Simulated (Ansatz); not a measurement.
A 2-atom cell of BeSe started from a crystallographic database, relaxed with r2SCAN: it is cubic, F-43m (No. 216); conventional cell a = 5.162 Å, 17.19 Å³ an atom. Be has 4 Se at 2.24 Å; Se has 4 Be at 2.24 Å. One-shot G0W0@PBE in Ansatz on a 6×6×6 mesh (contour deformation, no spin-orbit coupling), from a PBE gap of 2.654 eV over the mesh points (the G0W0 gap is indirect on the mesh); the number N of bands summed and the screening cutoff rise together. (Simulation; spin polarisation is off.)

```tsv
N	cutoff (eV)	1000/N	G0W0 gap (eV)
87	100	11.494	3.690
197	180	5.076	3.860
```

Question: Lay a straight line in 1000/N through these rows.

Answer: The slope is -0.0265 eV per unit of 1000/N and the intercept 3.994 eV.

Question: Predict the gap at N = 374 (260 eV).

Answer: 3.994 + (-0.0265) × 2.674 = 3.923 eV; the run gives 3.923 eV, 0.000 eV from the line.

Question: With that run's result added, what limit do the last two rows suggest?

Answer: Their slope is (3.923 − 3.860)/(2.674 − 5.076) = -0.0262, which meets 1/N = 0 at 3.99 eV, against 3.994 eV from the first line. The two lines nearly agree; the k mesh isn't extrapolated.

The runs are scalar-relativistic, without spin-orbit coupling.
